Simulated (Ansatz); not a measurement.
## Ni(100) / 3 layers Cu(100) / Ni(100): resistance against film thickness

How does the resistance across the layers grow with the film in Ni(100) / 3 layers Cu(100) / Ni(100)?

Main program and level: Ansatz 0.2.0; Ansatz plane-wave DFT, PBEsol, PAW files, collinear spin; ballistic transport by layer matching (Landauer), zero bias; PAW set soft_1.

This is a report of a sequence of runs, with most program output left out.

### Step 1. The structure

The cell holds 14 atoms: 11 Ni and 3 Cu. Its edges and angles: a = 2.492 Å, b = 2.492 Å, c = 25.088 Å, α = 90.0°, β = 90.0°, γ = 90.0°. It derives from Ni and Cu. Regions: lead, 11 atoms (11 Ni); films, 3 atoms (3 Cu). The structure is stacked along c, and the current runs across the ab planes.

### Step 2. With 3 layers

The film is laid into the lead at the lead's in-plane lattice, and the cell closes on the lead's own image. The mesh across the current, 30×30, is finer than the density's, because channels open and close sharply across the zone. Energies from -1 to 1 eV in steps of 0.036 eV cover the slope of the Fermi function at 300 K, so the program can form a conductance.

input.yaml reads:

```yaml
crystal:
  lattice:
    - [2.4918442969, 0.0, 0.0]
    - [0.0, 2.4918442969, 0.0]
    - [0.0, 0.0, 25.0879760965]
  atoms:
    - { symbol: Ni, position: [0.0, 0.0, 0.0351164238], spin: 1.0 }
    - { symbol: Ni, position: [0.5, 0.5, 0.1053492713], spin: 1.0 }
    - { symbol: Ni, position: [0.0, 0.0, 0.1755821188], spin: 1.0 }
    - { symbol: Ni, position: [0.5, 0.5, 0.2458149664], spin: 1.0 }
    - { symbol: Ni, position: [0.0, 0.0, 0.3160478139], spin: 1.0 }
    - { symbol: Cu, position: [0.5, 0.5, 0.3890706838] }
    - { symbol: Cu, position: [0.0, 0.0, 0.4648835762] }
    - { symbol: Cu, position: [0.5, 0.5, 0.5406964686] }
    - { symbol: Ni, position: [0.0, 0.0, 0.6137193386], spin: 1.0 }
    - { symbol: Ni, position: [0.5, 0.5, 0.6839521861], spin: 1.0 }
    - { symbol: Ni, position: [0.0, 0.0, 0.7541850336], spin: 1.0 }
    - { symbol: Ni, position: [0.5, 0.5, 0.8244178812], spin: 1.0 }
    - { symbol: Ni, position: [0.0, 0.0, 0.8946507287], spin: 1.0 }
    - { symbol: Ni, position: [0.5, 0.5, 0.9648835762], spin: 1.0 }
magnetization:
  spin_polarized: true
kpoints:
  mp_grid: { grid: [15, 15, 1] }
hamiltonian:
  xc: pbesol
  pseudopotentials: { kind: paw, azcp: { folder: soft_1 }, xc_functional: pbe }
scf:
  occupations: { method: fermi_dirac, width: 0.1 }
output:
  transmission: { leads: [[0, 1]], kmesh: [30, 30], e_range: [-1.0, 1.0], de: 0.036 }
  write_potential: true
  write_density: true
  volumetric_format: npy
  elf: true
```

On the command line:

```console
> ansatz run input.yaml --threads 4 --pin off --max-ram 8192MiB --backend cpu --events-out ev --progress --plain --runs-dir out
```

Wall time 5.5 min (4 threads of Arm Neoverse V2, shared host); peak memory 1.7 GiB; 20 min of CPU time.

Numbers from this step:

| Property | Result |
| --- | --- |
| free energy | -83621.1090 eV |
| energy at zero smearing | -83620.7922 eV |
| Fermi energy | 17.26 eV |
| magnetization | 6.481 μB |
| absolute magnetization | 7.392 μB |
| cell area | 6.209 Å² |
| step of the lead's potential | 1.4 meV |
| ballistic conductance of the lead | 1.86e15 S/m² |
| estimated errors of the lead's conductance | 0, 2, 0.5 % (band edges, k-mesh, distance from neutral) |
| lead conductance per cell | 1.490 G₀ |
| conductance of the junction | 8.89e14 S/m² |
| junction conductance per cell | 0.7128 G₀ |
| estimated errors of the junction's conductance | 0, 0.2, 2.2, 0.6, 0.2 % (energy step, band edges, k-mesh, leads' steps, distance from neutral) |
| area resistance that the stack adds (contact term taken off, spin by spin) | 0.1829 fΩ m² |

Per spin. Table of transmission, zone mean by energy, zero at the Fermi level:

| energy (eV) | T up | T down |
| --- | --- | --- |
| -1.000 | 0.568 | 0.375 |
| -0.964 | 0.560 | 0.373 |
| -0.892 | 0.564 | 0.371 |
| -0.856 | 0.546 | 0.410 |
| -0.784 | 0.591 | 0.457 |
| -0.748 | 0.635 | 0.492 |
| -0.712 | 0.662 | 0.470 |
| -0.676 | 0.647 | 0.476 |
| -0.640 | 0.648 | 0.491 |
| -0.568 | 0.571 | 0.461 |
| -0.532 | 0.574 | 0.468 |
| -0.460 | 0.623 | 0.418 |
| -0.424 | 0.621 | 0.413 |
| -0.352 | 0.634 | 0.466 |
| -0.316 | 0.641 | 0.501 |
| -0.244 | 0.648 | 0.591 |
| -0.208 | 0.674 | 0.580 |
| -0.136 | 0.697 | 0.648 |
| -0.100 | 0.701 | 0.655 |
| -0.028 | 0.713 | 0.720 |
| 0.008 | 0.718 | 0.741 |
| 0.080 | 0.722 | 0.669 |
| 0.116 | 0.729 | 0.644 |
| 0.188 | 0.746 | 0.618 |
| 0.224 | 0.753 | 0.622 |
| 0.296 | 0.763 | 0.617 |
| 0.332 | 0.768 | 0.641 |
| 0.404 | 0.777 | 0.689 |
| 0.440 | 0.784 | 0.694 |
| 0.512 | 0.784 | 0.697 |
| 0.548 | 0.787 | 0.704 |
| 0.620 | 0.801 | 0.709 |
| 0.656 | 0.800 | 0.706 |
| 0.728 | 0.805 | 0.712 |
| 0.764 | 0.806 | 0.720 |
| 0.836 | 0.808 | 0.753 |
| 0.872 | 0.813 | 0.759 |
| 0.944 | 0.816 | 0.764 |
| 0.980 | 0.815 | 0.765 |

Per spin. Table of open channels, zone mean by energy, zero at the Fermi level:

| energy (eV) | lead up | lead down |
| --- | --- | --- |
| -1.000 | 2.06 | 1.70 |
| -0.928 | 2.11 | 1.90 |
| -0.856 | 2.12 | 1.94 |
| -0.784 | 2.28 | 2.01 |
| -0.712 | 2.48 | 1.99 |
| -0.676 | 2.48 | 1.97 |
| -0.604 | 2.24 | 1.73 |
| -0.532 | 1.34 | 1.8 |
| -0.460 | 0.863 | 1.73 |
| -0.388 | 0.69 | 1.76 |
| -0.316 | 0.708 | 1.87 |
| -0.244 | 0.77 | 1.88 |
| -0.172 | 0.757 | 1.89 |
| -0.100 | 0.757 | 1.97 |
| -0.028 | 0.792 | 2.18 |
| 0.008 | 0.792 | 2.18 |
| 0.080 | 0.81 | 2.35 |
| 0.152 | 0.806 | 2.15 |
| 0.224 | 0.823 | 1.37 |
| 0.296 | 0.832 | 1.11 |
| 0.368 | 0.846 | 0.974 |
| 0.440 | 0.872 | 0.814 |
| 0.512 | 0.841 | 0.779 |
| 0.584 | 0.859 | 0.797 |
| 0.656 | 0.877 | 0.814 |
| 0.692 | 0.877 | 0.832 |
| 0.764 | 0.886 | 0.81 |
| 0.836 | 0.912 | 0.854 |
| 0.908 | 0.912 | 0.881 |
| 0.980 | 0.899 | 0.89 |

Transmission over k1 and k2. At 0.0080 eV from the Fermi level, spin up.

Values, 12 rows by 16 columns, each cell a mean:
```
0.00 0.00 0.12 0.18 0.19 0.20 0.39 0.81 1.00 0.59 0.24 0.20 0.19 0.17 0.05 0.00
0.00 0.23 0.89 0.98 0.99 1.00 1.00 1.00 1.00 1.00 1.00 1.00 0.99 0.97 0.67 0.00
0.00 0.37 0.99 1.00 0.99 0.99 1.00 1.00 1.00 1.00 0.99 0.99 1.00 1.00 0.89 0.00
0.00 0.40 1.00 0.99 0.99 1.00 1.00 0.99 0.99 1.00 1.00 0.99 0.99 0.99 0.93 0.00
0.00 0.67 1.00 1.00 1.00 1.00 0.96 0.92 0.91 0.94 0.98 1.00 1.00 1.00 0.96 0.23
0.49 0.99 1.00 1.00 1.00 0.98 0.92 0.86 0.86 0.88 0.95 0.99 1.00 1.00 1.00 0.89
0.26 0.93 1.00 1.00 1.00 0.99 0.93 0.88 0.87 0.90 0.96 1.00 1.00 1.00 1.00 0.66
0.00 0.48 1.00 0.99 1.00 1.00 0.98 0.96 0.95 0.97 0.99 1.00 0.99 0.99 0.94 0.07
0.00 0.39 1.00 0.99 0.99 0.99 1.00 1.00 1.00 1.00 1.00 0.99 0.99 1.00 0.92 0.00
0.00 0.36 0.99 1.00 1.00 0.99 0.99 1.00 1.00 1.00 0.99 0.99 1.00 1.00 0.87 0.00
0.00 0.09 0.62 0.76 0.79 0.80 0.89 1.00 1.00 0.98 0.82 0.80 0.77 0.74 0.37 0.00
0.00 0.00 0.00 0.00 0.00 0.00 0.09 0.49 0.71 0.22 0.02 0.00 0.00 0.00 0.00 0.00
```
Columns: k1 (b1) from -0.5 to 0.467; rows upwards: k2 (b2) from -0.5 to 0.467.

Open channels over k1 and k2. At 0.0080 eV from the Fermi level, spin up.

Ten even steps from '0' (0.00) to '9' (2.00), each cell a mean:
```
000000000000229992200000000000
000022222222777777722222222000
000344444444444444444444444300
000444444444444444444444444400
000444444444444444444444444400
000444444444444444444444444400
000444444444444444444444444400
000444444444444444444444444400
009444444444444444444444444490
449444444444444444444444444494
999444444444444444444444444499
779444444444445554444444444497
009444444444444444444444444490
001444444444444444444444444410
000444444444444444444444444400
000444444444444444444444444400
000444444444444444444444444400
000444444444444444444444444400
000444444444444444444444444400
000033333333555555533333333000
000000000000559995500000000000
000000000000009990000000000000
```
Columns: k1 (b1) from -0.5 to 0.467; rows upwards: k2 (b2) from -0.5 to 0.467.

Transmission over k1 and k2. At 0.0080 eV from the Fermi level, spin down.

Ten even steps from '0' (0.00) to '9' (1.00), each cell a mean:
```
111950011234976067943211005911
471271356889877077898865317217
164778899989877577898999887746
000499999999999999999999999400
002699999999999999999999999620
004899999999999999999999999840
016989999999999999999999998961
028989999999999999999999998982
089689999999988988999999998698
059679999999899999899999997695
012179999999899899899999997121
059679999999899999899999997695
079679999999998989999999997697
049889999999999999999999998894
016989999999999999999999998961
004999999999999999999999999940
002799999999999999999999999720
001499999999999999999999999410
033779999989887778898999997733
492383468998767076789986438329
111650012346977077964321005611
111710000000211011200000001711
```
Columns: k1 (b1) from -0.5 to 0.467; rows upwards: k2 (b2) from -0.5 to 0.467.

Spin density in the ca plane at fractional y = 0.000, with atoms of Ni and Cu within 0.2 Å of it.

Ten even steps from '0' (0.0 e/Å³) to '9' (2.4 e/Å³), each cell a mean:
```
52000000035100000003300000000000000000013100
10000000001000000000000000000000000000000000
00000000000000000000000000000000000000000000
00000000000000000000000000000000000000000000
00000000000000000000000000000000000000000000
00000000000000000000000000000000000000000000
31000000023000000002200000000000000000002100
93000000059100000005500000000000000000016300
```
Columns run along c (16.0 Å, from fractional 0.03 to 0.67 of the cell), rows up along a (2.5 Å). Atoms in or near the plane, at fractional coordinates: Ni at (0.04, 0.00), Ni at (0.18, 0.00), Ni at (0.32, 0.00), Cu at (0.46, 0.00), Ni at (0.61, 0.00).

Valence density in the ca plane at fractional y = 0.000, with atoms of Ni and Cu within 0.2 Å of it. It is the smooth field of the valence electrons, not physical close to the nuclei.

Ten steps, logarithmic in the rise over the least value, from '0' (0 e/Å³) to '9' (57 e/Å³), each cell a mean:
```
86200000378510000158841000003786100000268730
53100000245310000024420000001453000000135410
11000000011000000001100000000110000000011100
00000000000000000000000000000000000000000000
10000000000000000000000000000000000000000000
32100000123200000013310000001232000000023210
75200000367410000147730000002675100000157620
97300001489620000159951000004897200000279830
```
Columns run along c (16.0 Å, from fractional 0.03 to 0.67 of the cell), rows up along a (2.5 Å). Atoms in or near the plane, at fractional coordinates: Ni at (0.04, 0.00), Ni at (0.18, 0.00), Ni at (0.32, 0.00), Cu at (0.46, 0.00), Ni at (0.61, 0.00).

Electrostatic potential energy in the ca plane at fractional y = 0.000, with atoms of Ni and Cu within 0.2 Å of it. With pseudopotentials it is smooth inside the atoms' cores, unlike the true potential.

Ten even steps from '0' (-24 eV) to '9' (21 eV), each cell a mean:
```
96489997479559999648847999982000599999569648
44699998544479999844448999985102799999744469
57899999866799999986689999998667999999976689
89999899988999999998899999999889999899998999
78999999987899999987789999999878999999987899
44799999644589999854468999997324899999844479
75589998467469999746647999983000699999557548
97489997489659999659946999981000499998479848
```
Columns run along c (16.0 Å, from fractional 0.03 to 0.67 of the cell; values clipped at the 3rd and 97th percentile), rows up along a (2.5 Å). Atoms in or near the plane, at fractional coordinates: Ni at (0.04, 0.00), Ni at (0.18, 0.00), Ni at (0.32, 0.00), Cu at (0.46, 0.00), Ni at (0.61, 0.00).

The lead's potential steps by 1.4 meV from period to period, small in itself. The program estimates the junction's conductance to 2.2 % from the k-mesh, 0.2 % from the leads' distance from neutral and 0.6 % from their steps.

By hand: 1/G − 1/G_lead = 1/0.8894 − 1/1.860 = 0.587 fΩ m² with G in 10¹⁵ S/m²; the program, which takes the two spins apart, gives 0.183.

### Step 3. With 5 layers, film layers 5

The stack now holds 5 film layers; the k-mesh follows the cell, and the energies span -0.27 to 0.27 eV.

System of this step: Ni(100) / 5 layers Cu(100) / Ni(100). The cell holds 16 atoms: 11 Ni and 5 Cu. Its edges and angles: a = 2.492 Å, b = 2.492 Å, c = 28.892 Å, α = 90.0°, β = 90.0°, γ = 90.0°. It derives from Ni and Cu. Regions: lead, 11 atoms (11 Ni); films, 5 atoms (5 Cu). The structure is stacked along c, and the current runs across the ab planes.

input.yaml reads:

```yaml
crystal:
  lattice:
    - [2.4918442969, 0.0, 0.0]
    - [0.0, 2.4918442969, 0.0]
    - [0.0, 0.0, 28.8919601608]
  atoms:
    - { symbol: Ni, position: [0.0, 0.0, 0.030492912], spin: 1.0 }
    - { symbol: Ni, position: [0.5, 0.5, 0.0914787361], spin: 1.0 }
    - { symbol: Ni, position: [0.0, 0.0, 0.1524645602], spin: 1.0 }
    - { symbol: Ni, position: [0.5, 0.5, 0.2134503843], spin: 1.0 }
    - { symbol: Ni, position: [0.0, 0.0, 0.2744362084], spin: 1.0 }
    - { symbol: Cu, position: [0.5, 0.5, 0.337844714] }
    - { symbol: Cu, position: [0.0, 0.0, 0.403675901] }
    - { symbol: Cu, position: [0.5, 0.5, 0.469507088] }
    - { symbol: Cu, position: [0.0, 0.0, 0.535338275] }
    - { symbol: Cu, position: [0.5, 0.5, 0.601169462] }
    - { symbol: Ni, position: [0.0, 0.0, 0.6645779675], spin: 1.0 }
    - { symbol: Ni, position: [0.5, 0.5, 0.7255637916], spin: 1.0 }
    - { symbol: Ni, position: [0.0, 0.0, 0.7865496157], spin: 1.0 }
    - { symbol: Ni, position: [0.5, 0.5, 0.8475354398], spin: 1.0 }
    - { symbol: Ni, position: [0.0, 0.0, 0.9085212639], spin: 1.0 }
    - { symbol: Ni, position: [0.5, 0.5, 0.969507088], spin: 1.0 }
magnetization:
  spin_polarized: true
kpoints:
  mp_grid: { grid: [15, 15, 1] }
hamiltonian:
  xc: pbesol
  pseudopotentials: { kind: paw, azcp: { folder: soft_1 }, xc_functional: pbe }
scf:
  occupations: { method: fermi_dirac, width: 0.1 }
output:
  transmission:
    leads: [[0, 1]]
    kmesh: [30, 30]
    e_range: [-0.27, 0.27]
    de: 0.036
  write_potential: true
  write_density: true
  volumetric_format: npy
```

Wall time 4.2 min (4 threads); peak memory 2.1 GiB; 16 min of CPU time.

Numbers from this step:

| Quantity | Value |
| --- | --- |
| free energy | -96798.6424 eV |
| energy at zero smearing | -96798.3153 eV |
| Fermi energy | 17.11 eV |
| magnetization | 6.566 μB |
| absolute magnetization | 7.471 μB |
| estimated errors of the lead's conductance | 0, 2, 0.6 % (band edges, k-mesh, distance from neutral) |
| lead conductance per cell | 1.489 G₀ |
| conductance of the junction | 8.61e14 S/m² |
| junction conductance per cell | 0.6900 G₀ |
| estimated errors of the junction's conductance | 0.1, 0.3, 2.6, 1.2, 0 % (energy step, band edges, k-mesh, leads' steps, distance from neutral) |
| area resistance that the stack adds (contact term taken off, spin by spin) | 0.1836 fΩ m² |

Per spin. The transmission, zone mean by energy, zero at the Fermi level:

| energy (eV) | T up | T down |
| --- | --- | --- |
| -0.270 | 0.643 | 0.507 |
| -0.234 | 0.657 | 0.556 |
| -0.198 | 0.690 | 0.540 |
| -0.162 | 0.700 | 0.579 |
| -0.126 | 0.704 | 0.635 |
| -0.090 | 0.705 | 0.635 |
| -0.054 | 0.708 | 0.665 |
| -0.018 | 0.715 | 0.665 |
| 0.018 | 0.719 | 0.667 |
| 0.054 | 0.721 | 0.650 |
| 0.090 | 0.724 | 0.655 |
| 0.126 | 0.728 | 0.631 |
| 0.162 | 0.742 | 0.623 |
| 0.198 | 0.749 | 0.618 |
| 0.234 | 0.758 | 0.620 |
| 0.270 | 0.762 | 0.618 |

The conductance of the junction is 8.6e14 S/m², 3.2 % under the 8.9e14 S/m² of the last finished run, no more than the error estimates, leads' steps apart, of 2.2 and 2.6 % together.

### Step 4. With 6 layers, film layers 6

The stack now holds 6 film layers; the k-mesh follows the cell, and the energies span -0.27 to 0.27 eV.

System of this step: Ni(100) / 6 layers Cu(100) / Ni(100). The cell holds 16 atoms: 10 Ni and 6 Cu. Cell: a = 2.492 Å, b = 2.492 Å, c = 29.032 Å, α = 90.0°, β = 90.0°, γ = 90.0°. It derives from Ni and Cu. Regions: lead, 10 atoms (10 Ni); films, 6 atoms (6 Cu). The structure is stacked along c, and the current runs across the ab planes.

input.yaml, the sections that differ from step 3:

```yaml
crystal:
  lattice:
    - [2.4918442969, 0.0, 0.0]
    - [0.0, 2.4918442969, 0.0]
    - [0.0, 0.0, 29.0319521929]
  atoms:
    - { symbol: Ni, position: [0.0, 0.0, 0.0303458753], spin: 1.0 }
    - { symbol: Ni, position: [0.5, 0.5, 0.0910376258], spin: 1.0 }
    - { symbol: Ni, position: [0.0, 0.0, 0.1517293763], spin: 1.0 }
    - { symbol: Ni, position: [0.5, 0.5, 0.2124211269], spin: 1.0 }
    - { symbol: Ni, position: [0.0, 0.0, 0.2731128774], spin: 1.0 }
    - { symbol: Cu, position: [0.5, 0.5, 0.3362156272] }
    - { symbol: Cu, position: [0.0, 0.0, 0.4017293763] }
    - { symbol: Cu, position: [0.5, 0.5, 0.4672431254] }
    - { symbol: Cu, position: [0.0, 0.0, 0.5327568746] }
    - { symbol: Cu, position: [0.5, 0.5, 0.5982706237] }
    - { symbol: Cu, position: [0.0, 0.0, 0.6637843728] }
    - { symbol: Ni, position: [0.5, 0.5, 0.7268871226], spin: 1.0 }
    - { symbol: Ni, position: [0.0, 0.0, 0.7875788731], spin: 1.0 }
    - { symbol: Ni, position: [0.5, 0.5, 0.8482706237], spin: 1.0 }
    - { symbol: Ni, position: [0.0, 0.0, 0.9089623742], spin: 1.0 }
    - { symbol: Ni, position: [0.5, 0.5, 0.9696541247], spin: 1.0 }
# magnetization, kpoints, hamiltonian, scf, output: as in step 3
```

It took 3.9 min on 4 threads; peak memory 2.1 GiB.

Numbers from this step:

```yaml
free_energy: -97582.4212 eV
energy_at_zero_smearing: -97582.1177 eV
fermi_energy: 17.02 eV
magnetization: 5.937 μB
absolute_magnetization: 6.759 μB
step_of_the_lead_s_potential: 1 meV
conductance_of_the_junction: 8.63e14 S/m²
junction_conductance_per_cell: 0.6919 G₀
estimated_errors_of_the_junction_s_conductance: 0.2, 0.2, 2.4, 2.8, 0.3 % (energy step, band edges, k-mesh, leads' steps, distance from neutral)
area_resistance_that_the_stack_adds_contact_term_taken_off_spin_by_spin: 0.1752 fΩ m²
```

Per spin. The transmission, zone mean by energy, zero at the Fermi level:

| energy (eV) | T up | T down |
| --- | --- | --- |
| -0.270 | 0.639 | 0.490 |
| -0.234 | 0.650 | 0.535 |
| -0.198 | 0.691 | 0.510 |
| -0.162 | 0.703 | 0.538 |
| -0.126 | 0.707 | 0.584 |
| -0.090 | 0.706 | 0.601 |
| -0.054 | 0.708 | 0.652 |
| -0.018 | 0.720 | 0.666 |
| 0.018 | 0.722 | 0.665 |
| 0.054 | 0.724 | 0.685 |
| 0.090 | 0.726 | 0.662 |
| 0.126 | 0.736 | 0.633 |
| 0.162 | 0.745 | 0.619 |
| 0.198 | 0.753 | 0.618 |
| 0.234 | 0.756 | 0.619 |
| 0.270 | 0.760 | 0.625 |

The conductance of the junction is 8.6e14 S/m², 0.27 % over the 8.6e14 S/m² of the last finished run, within the error estimates, leads' steps apart, of 2.6 and 2.4 %.

### Step 5. With 8 layers, film layers 8

The stack now holds 8 film layers; the k-mesh follows the cell, and the energies span -0.27 to 0.27 eV.

System of this step: Ni(100) / 8 layers Cu(100) / Ni(100). The cell holds 18 atoms: 10 Ni and 8 Cu. Cell: a = 2.492 Å, b = 2.492 Å, c = 32.836 Å, α = 90.0°, β = 90.0°, γ = 90.0°. It derives from Ni and Cu. Regions: lead, 10 atoms (10 Ni); films, 8 atoms (8 Cu). The structure is stacked along c, and the current runs across the ab planes.

input.yaml, the sections that differ from step 4:

```yaml
crystal:
  lattice:
    - [2.4918442969, 0.0, 0.0]
    - [0.0, 2.4918442969, 0.0]
    - [0.0, 0.0, 32.8359362572]
  atoms:
    - { symbol: Ni, position: [0.0, 0.0, 0.0268303603], spin: 1.0 }
    - { symbol: Ni, position: [0.5, 0.5, 0.0804910808], spin: 1.0 }
    - { symbol: Ni, position: [0.0, 0.0, 0.1341518014], spin: 1.0 }
    - { symbol: Ni, position: [0.5, 0.5, 0.187812522], spin: 1.0 }
    - { symbol: Ni, position: [0.0, 0.0, 0.2414732425], spin: 1.0 }
    - { symbol: Cu, position: [0.5, 0.5, 0.2972656525] }
    - { symbol: Cu, position: [0.0, 0.0, 0.3551897518] }
    - { symbol: Cu, position: [0.5, 0.5, 0.4131138511] }
    - { symbol: Cu, position: [0.0, 0.0, 0.4710379504] }
    - { symbol: Cu, position: [0.5, 0.5, 0.5289620496] }
    - { symbol: Cu, position: [0.0, 0.0, 0.5868861489] }
    - { symbol: Cu, position: [0.5, 0.5, 0.6448102482] }
    - { symbol: Cu, position: [0.0, 0.0, 0.7027343475] }
    - { symbol: Ni, position: [0.5, 0.5, 0.7585267575], spin: 1.0 }
    - { symbol: Ni, position: [0.0, 0.0, 0.812187478], spin: 1.0 }
    - { symbol: Ni, position: [0.5, 0.5, 0.8658481986], spin: 1.0 }
    - { symbol: Ni, position: [0.0, 0.0, 0.9195089192], spin: 1.0 }
    - { symbol: Ni, position: [0.5, 0.5, 0.9731696397], spin: 1.0 }
# magnetization, kpoints, hamiltonian, scf, output: as in step 4
```

Run time: 4.7 min. Hardware: 4 threads; peak memory 2.6 GiB.

This step gave:

| Quantity | Value |
| --- | --- |
| free energy | -110759.9448 eV |
| energy at zero smearing | -110759.6291 eV |
| Fermi energy | 16.92 eV |
| magnetization | 5.897 μB |
| absolute magnetization | 6.716 μB |
| step of the lead's potential | 1.1 meV |
| lead conductance per cell | 1.490 G₀ |
| conductance of the junction | 8.60e14 S/m² |
| junction conductance per cell | 0.6896 G₀ |
| estimated errors of the junction's conductance | 0.5, 0.2, 2.5, 69.6, 0.1 % (energy step, band edges, k-mesh, leads' steps, distance from neutral) |
| area resistance that the stack adds (contact term taken off, spin by spin) | 0.1774 fΩ m² |

Per spin. Table of transmission, zone mean by energy, zero at the Fermi level:

| energy (eV) | T up | T down |
| --- | --- | --- |
| -0.270 | 0.640 | 0.481 |
| -0.234 | 0.655 | 0.526 |
| -0.198 | 0.684 | 0.527 |
| -0.162 | 0.698 | 0.552 |
| -0.126 | 0.705 | 0.593 |
| -0.090 | 0.704 | 0.624 |
| -0.054 | 0.706 | 0.682 |
| -0.018 | 0.720 | 0.672 |
| 0.018 | 0.722 | 0.654 |
| 0.054 | 0.722 | 0.646 |
| 0.090 | 0.724 | 0.642 |
| 0.126 | 0.731 | 0.634 |
| 0.162 | 0.740 | 0.627 |
| 0.198 | 0.747 | 0.618 |
| 0.234 | 0.761 | 0.628 |
| 0.270 | 0.768 | 0.619 |

The conductance of the junction is 8.6e14 S/m², 0.33 % under the 8.6e14 S/m² of the last finished run, within the error estimates, leads' steps apart, of 2.4 and 2.5 %. The estimate from the leads' steps, 70 %, is larger still.

(Part 1 of 2 ends here.)

[Logs are printed without paths, hosts, clocks, repeated set-up lines and the standing remarks that a program may print on its own settings, such as how far it seeks lower states.]

[Hosts, paths, dates, database ids (printed as entryN), source tags and the programs' standing remarks are cut or masked in the printed files.]
